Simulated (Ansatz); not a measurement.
TaN:

```xyz
4
Lattice="2.9218 0.0000 0.0000 -1.4609 2.5303 0.0000 0.0000 0.0000 5.9165" Properties=species:S:1:pos:R:3 pbc="T T T"
Ta    0.0000    0.0000    2.9583
Ta    0.0000    0.0000    0.0000
N     0.0000    1.6869    1.4791
N     1.4609    0.8434    4.4374
```

The cell comes from a database or a generator and needn't be the stable form of this composition.

Base run:

```yaml
Program: Ansatz 0.2.0
Functional: LDA
Potentials_or_basis: Ansatz PAW
Cutoff: "420 eV (not typed: the program's choice for these potentials)"
k_mesh: 10 × 10 × 5
Occupations: fermi-dirac, width 0.05 eV
Spin: no spin polarisation
```

Its results: band gap on the k mesh none (metal or under the smearing width); pressure -16.9 GPa.

**Question.** The run is repeated on the same cell with these changes: functional from LDA to PBE; occupations from fermi-dirac, width 0.05 eV to gaussian, width 0.011 eV. What comes out?

**Answer.** Band gap on the k mesh none (metal or under the smearing width); pressure -1.1 GPa.

Caveats: so large a pressure means that the cell lies far from this level's equilibrium, or that cutoff or potentials fall short (some runs); spin-orbit coupling is left out, which moves the levels of the heavy elements (some runs); the PAW data sets come from PBE, with cores solved anew for the run's functional, which leaves a small shift of forces and pressure (some runs).
